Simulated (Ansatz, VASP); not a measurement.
**Two plane-wave programs on CsH**

```xyz
2
Lattice="3.8206 -0.0913 -0.0913 -0.0913 3.8206 -0.0913 -0.0913 -0.0913 3.8206" Properties=species:S:1:pos:R:3 pbc="T T T"
Cs    0.0000    0.0000    0.0000
H     1.8190    1.8190    1.8190
```

Alike in both runs: task single point; functional LDA; k mesh 8 × 8 × 8; occupations gaussian, width 0.05 eV; no spin polarisation.

```csv
,VASP,Ansatz
version,VASP 6.6.1,Ansatz 0.2.0
potentials or method,"VASP PAW LDA potentials, release 64 (Cs_sv, H)","scalar-relativistic, plane waves, PAW"
plane-wave cutoff (eV),520,420
valence electrons in the cell,10,10
```

```csv
,VASP,Ansatz,Ansatz less VASP
gap on the k mesh at the Fermi level (eV),2.24,2.27,+0.031
least direct gap on the mesh (eV),2.29,2.34,+0.048
pressure (GPa),-1.8,-1.8,-0.05
largest component of the traceless stress (GPa),0.32,0.31,-0.009
```

Caveats: spin-orbit coupling is left out, which moves the levels of the heavy elements. A k mesh can miss the band edges.
